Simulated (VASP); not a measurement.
# PbO2 (Fm-3m) in VASP: notebook, part 2 of 2

VASP 6.6.1. Earlier steps stand in the parts before.

## (3) Single point, PBEsol

Input file INCAR:

```
ADDGRID  = F            
ALGO     = Normal         # electronic algorithm
EDIFF    = 1E-7           # SCF threshold, eV
ENCUT    = 460            # plane-wave cutoff, eV
GGA      = PS             # functional
ISIF     = 2              # what is computed and relaxed
ISMEAR   = 0              # smearing method
LASPH    = T              # aspherical terms in the spheres
LCHARG   = F              # write CHGCAR
LREAL    = F              # projectors in reciprocal space
LWAVE    = F              # write WAVECAR
NELM     = 100            # most SCF steps
PREC     = Accurate       # precision mode
SIGMA    = 0.05           # smearing width, eV
```

Input file KPOINTS:

```
k-points
0
Gamma
  9 9 9
```

Input file POSCAR:

```
PbO2
1.0
    0.0000000000      2.7019920000      2.7019920000
    2.7019920000      0.0000000000      2.7019920000
    2.7019920000      2.7019920000      0.0000000000
Pb O
1 2
Direct
    0.0000000000      0.0000000000      0.0000000000
    0.7500000000      0.7500000000      0.7500000000
    0.2500000000      0.2500000000      0.2500000000
```

Potentials or basis: VASP PAW PBE potentials, release 64 (Pb, O).

Launch:

```sh
$ cat potpaw_PBE.64/Pb/POTCAR potpaw_PBE.64/O/POTCAR > POTCAR
$ mpirun -np 1 vasp_std > vasp.out
```

Run time: 24 s. Hardware: 1 thread of AMD EPYC 7R43 (Zen 3), shared host; peak memory 0.14 GiB.

These settings aren't checked as converged: the numbers below hold their error.

Results:

| Quantity | Value |
| --- | --- |
| Free energy | -17.0016 eV |
| Pressure | -7.4 GPa |
| Band gap on the k mesh | none (metal or under the smearing width) |

Caveat: the cutoff is under 1.25 times the usual one of these potentials, so pressure, stress and relaxed cells hold a basis-set (Pulay) error; the PAW data sets were made with another functional, which shifts forces and pressure a little.

## (4) Single point, PBEsol

INCAR: that of step 3 with these lines changed.

```diff
@@ -6,3 +6,3 @@
 ISIF     = 2              # what is computed and relaxed
-ISMEAR   = 0              # smearing method
+ISMEAR   = -5             # smearing method
 LASPH    = T              # aspherical terms in the spheres
```

KPOINTS is that of step 3.

POSCAR is that of step 3.

Potentials or basis: VASP PAW PBE potentials, release 64 (Pb, O).

Launch:

```sh
$ cat potpaw_PBE.64/Pb/POTCAR potpaw_PBE.64/O/POTCAR > POTCAR
$ mpirun -np 1 vasp_std > vasp.out
```

OUTCAR:

```text
EDIFF = 1E-7
   ENCUT = 460
   GGA = PS
   ISIF = 2
   ISMEAR = -5
   LASPH = T
   LREAL = F
   NELM = 100
   PREC = Accurate

 Found     35 irreducible k-points:

 Following reciprocal coordinates:
            Coordinates               Weight
  0.000000  0.000000  0.000000      1.000000
  0.111111  0.000000  0.000000      8.000000
  0.222222  0.000000  0.000000      8.000000
  0.333333  0.000000  0.000000      8.000000
  0.444444  0.000000  0.000000      8.000000
  0.111111  0.111111  0.000000      6.000000
   k-points           NKPTS =     35   k-points in BZ     NKDIM =     35   number of bands    NBANDS=     12
   number of dos      NEDOS =    301   number of ions     NIONS =      3
   total plane-waves  NPLWV =  21952
   dimension x,y,z NGX =    28 NGY =   28 NGZ =   28
   dimension x,y,z NGXF=    56 NGYF=   56 NGZF=   56
   ions per type =               1   2
   NGX,Y,Z   is equivalent  to a cutoff of  12.18, 12.18, 12.18 a.u.
   NGXF,Y,Z  is equivalent  to a cutoff of  24.36, 24.36, 24.36 a.u.
 SYSTEM =  unknown system
   PREC   = accura    normal or accurate (medium, high low for compatibility)
   ISTART =      0    job   : 0-new  1-cont  2-samecut
   ICHARG =      2    charge: 1-file 2-atom 10-const
   ISPIN  =      1    spin polarized calculation?
   LNONCOLLINEAR =      F non collinear calculations
   LSORBIT =      F    spin-orbit coupling
   LASPH  =      T    aspherical Exc in radial PAW
   ENCUT  =  460.0 eV  33.81 Ry    5.81 a.u.   6.68  6.68  6.68*2*pi/ulx,y,z
   NELM   =    100;   NELMIN=  2; NELMDL= -5     # of ELM steps
   EDIFF  = 0.1E-06   stopping-criterion for ELM
   LREAL  =      F    real-space projection
   EDIFFG = 0.1E-05   stopping-criterion for IOM
   NSW    =      0    number of steps for IOM
   IBRION =     -1    ionic relax: 0-MD 1-quasi-New 2-CG
   NFREE  =      0    steps in history (QN), initial steepest desc. (CG)
   ISIF   =      2    stress and relaxation
   ISYM   =      2    0-nonsym 1-usesym 2-fastsym
   POTIM  = 0.5000    time-step for ionic-motion
   TEBEG  =    0.0;   TEEND  =   0.0 temperature during run
   PSTRESS=    0.0 pullay stress
   NELECT =      16.0000    total number of electrons
   NUPDOWN=      -1.0000    fix difference up-down
   EMIN   =  10.00;   EMAX   =-10.00  energy-range for DOS
   EFERMI =   0.00;   METHOD = LEGACY
   ISMEAR =    -5;   SIGMA  =   0.05  broadening in eV -4-tet -1-fermi 0-gaus
[... 20 lines left out ...]
   NGX = 13   NGY = 13   NGZ = 13

 number of electron      15.9999996 magnetization

 Free energy of the ion-electron system (eV)
  ---------------------------------------------------
  ext. energy  EPLUGINS =         0.00000000
  ---------------------------------------------------
  free energy    TOTEN  =       -16.99990537 eV

  energy without entropy =      -16.99990537  energy(sigma->0) =      -16.99990537

 E-fermi :   3.7110     XC(G=0): -11.3078

 val. band max:        3.7311405456   @ k =  -0.3333   0.4444   0.2222
 cond. band min:       4.2705987175   @ k =  -0.1111   0.1111   0.0000
 fundamental gap:      0.5394581720
 Fermi energy:         3.7110234142

 k-point     1 :       0.0000    0.0000    0.0000
  band No.  band energies     occupation
      1     -14.6731      2.00000
      2     -11.7764      2.00000
      3       0.9602      2.00000
      4       1.6948      2.00000
      5       1.6948      2.00000
      6       1.6948      2.00000
      7       2.5771      2.00000
      8       2.5771      2.00000
      9       2.5771      2.00000
     10      10.5831      0.00000
     11      10.5831      0.00000
     12      10.5831      0.00000
[... 61 lines left out ...]
 k-point     6 :       0.1111    0.1111    0.0000
  band No.  band energies     occupation
      1     -14.5357      2.00000
      2     -11.7991      2.00000
      3      -0.1853      2.00000
      4       1.2465      2.00000
      5       1.2465      2.00000
      6       1.8879      2.00000
      7       2.7961      2.00000
      8       2.7961      2.00000
      9       3.4759      1.02053
     10       9.9620      0.00000
     11      11.0802      0.00000
     12      11.0802      0.00000

 [... further k-points ...]

------------------------ aborting loop because EDIFF is reached ----------------------------------------

  FORCE on cell =-STRESS in cart. coord.  units (eV):
  Direction    XX          YY          ZZ          XY          YZ          ZX
  --------------------------------------------------------------------------------------
  -------------------------------------------------------------------------------------
  Total       -1.8793373     -1.8793373     -1.8793373      0.0000000     -0.0000000      0.0000000
  in kB      -76.3190823    -76.3190823    -76.3190823      0.0000000     -0.0000000      0.0000000
  external PRESSURE =     -76.3190823 kB  Pullay stress =       0.0000000 kB

 VOLUME and BASIS-vectors are now :
 -----------------------------------------------------------------------------
  energy-cutoff  :      460.00
  volume of cell :       39.45
      direct lattice vectors                 reciprocal lattice vectors
     0.000000000  2.701992000  2.701992000    -0.185048660  0.185048660  0.185048660
     2.701992000  0.000000000  2.701992000     0.185048660 -0.185048660  0.185048660
     2.701992000  2.701992000  0.000000000     0.185048660  0.185048660 -0.185048660

 POSITION                                       TOTAL-FORCE (eV/Angst)
 -----------------------------------------------------------------------------------
      0.00000      0.00000      0.00000         0.000000      0.000000      0.000000
      4.05299      4.05299      4.05299         0.000000      0.000000      0.000000
      1.35100      1.35100      1.35100        -0.000000     -0.000000     -0.000000
 -----------------------------------------------------------------------------------
    total drift:                                0.000000      0.000000      0.000000

  FREE ENERGIE OF THE ION-ELECTRON SYSTEM (eV)
  ---------------------------------------------------
  free  energy   TOTEN  =       -16.9999053651 eV

  energy  without entropy=      -16.9999053651  energy(sigma->0) =      -16.99990537
```

stdout:

```text
POSCAR found type information on POSCAR PbO
 POSCAR found :  2 types and       3 ions
 scaLAPACK will be used
 -----------------------------------------------------------------------------
|                                                                             |
[... 23 lines left out ...]
|     occupations, so forces and stress will be inaccurate. We suggest        |
|     using a different smearing scheme ISMEAR = 1 or 2 for metals in         |
|     relaxations.                                                            |
|                                                                             |
 -----------------------------------------------------------------------------
```

Run time: 29 s. Hardware: 1 thread of AMD EPYC 7R43 (Zen 3), shared host; peak memory 0.13 GiB.

These settings aren't checked as converged: the numbers below hold their error.

What came out:

- Free energy: -16.9999 eV
- Pressure: -7.6 GPa
- Band gap on the k mesh: none (metal or under the smearing width)

Caveat: the cutoff is under 1.25 times the usual one of these potentials, so pressure, stress and relaxed cells hold a basis-set (Pulay) error; the PAW data sets were made with another functional, which shifts forces and pressure a little; tetrahedron occupations give inexact forces and stress in metals.

## (5) Single point, PBEsol

Input file INCAR:

```
ADDGRID  = F            
ALGO     = Normal         # electronic algorithm
EDIFF    = 1E-7           # SCF threshold, eV
ENCUT    = 520            # plane-wave cutoff, eV
GGA      = PS             # functional
ISIF     = 2              # what is computed and relaxed
ISMEAR   = 0              # smearing method
LASPH    = T              # aspherical terms in the spheres
LCHARG   = F              # write CHGCAR
LREAL    = F              # projectors in reciprocal space
LWAVE    = F              # write WAVECAR
NELM     = 100            # most SCF steps
PREC     = Low            # precision mode
SIGMA    = 0.05           # smearing width, eV
```

KPOINTS is that of step 4.

POSCAR is that of step 4.

Launch:

```sh
$ cat potpaw_PBE.64/Pb/POTCAR potpaw_PBE.64/O/POTCAR > POTCAR
$ mpirun -np 1 vasp_std > vasp.out
```

Wall time 26 s (1 thread of AMD EPYC 7R43 (Zen 3), shared host); peak memory 0.09 GiB.

The run converged, but some of its settings lie outside the range that counts as converged, so its numbers aren't taken as properties of the crystal.

Results:

| Property | Result |
| --- | --- |
| Free energy | -17.0002 eV |
| Pressure | -6.5 GPa |
| Band gap on the k mesh | none (metal or under the smearing width) |

Caveat: the PAW data sets were made with another functional, which shifts forces and pressure a little.

## (6) Single point, PBEsol

INCAR: that of step 5 with these lines changed.

```diff
@@ -12,3 +12,3 @@
 NELM     = 100            # most SCF steps
-PREC     = Low            # precision mode
+PREC     = Normal         # precision mode
 SIGMA    = 0.05           # smearing width, eV
```

KPOINTS is that of step 5.

POSCAR is that of step 5.

Potentials or basis: VASP PAW PBE potentials, release 64 (Pb, O).

Launch:

```sh
$ cat potpaw_PBE.64/Pb/POTCAR potpaw_PBE.64/O/POTCAR > POTCAR
$ mpirun -np 1 vasp_std > vasp.out
```

It took 24 s on 1 thread of AMD EPYC 7R43 (Zen 3), shared host; peak memory 0.12 GiB.

These settings aren't checked as converged: the numbers below hold their error.

What came out:

| Quantity | Value |
| --- | --- |
| Free energy | -16.9979 eV |
| Pressure | -6.5 GPa |
| Band gap on the k mesh | none (metal or under the smearing width) |

Caveat: the PAW data sets were made with another functional, which shifts forces and pressure a little.

## (7) For comparison

An earlier run on the cell as given: functional PBE; potentials or basis VASP PAW PBE potentials, release 64 (Pb_d, O); cutoff 520 eV; k mesh 9 × 9 × 9; occupations fermi-dirac, width 0.05 eV; no spin polarisation.

* Pressure: 0.6 GPa
* Band gap on the k mesh: none (metal or under the smearing width)
